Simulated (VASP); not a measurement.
Here is a VASP 6.6.1 calculation.

The input INCAR:

```
PREC = Accurate ; ENCUT = 900
EDIFF = 1E-8 ; ISMEAR = 0
SIGMA = 0.05 ; LREAL = False
LASPH = True ; NELM = 100
ALGO = Normal ; ISIF = 2
LWAVE = False ; LCHARG = False
GGA = PE ; NBANDS = 15
ADDGRID = False
```

KPOINTS

```
regular mesh
0
Gamma
  9 9 9
```

The input POSCAR:

```
CsBr
1.0
    4.3256222200      0.0000000000      0.0000000000
    0.0000000000      4.3256222200      0.0000000000
    0.0000000000      0.0000000000      4.3256222200
Cs Br
1 1
Direct
    0.0000000000      0.0000000000      0.0000000000
    0.5000000000      0.5000000000      0.5000000000
```

Potentials or basis: VASP PAW PBE potentials, release 64 (Cs_sv, Br).

The run is started by

```sh
$ cat potpaw_PBE.64/Cs_sv/POTCAR potpaw_PBE.64/Br/POTCAR > POTCAR
$ mpirun -np 1 vasp_std > vasp.out
```

Task: What does it give for the pressure?

Result: 0.7 GPa.

Task: Predict the band gap on the k mesh.

Result: 4.42 eV, direct.

Caveat: spin-orbit coupling is left out, which moves the levels of the heavy elements; an odd mesh through Γ misses points on the zone boundary, where band edges often lie.
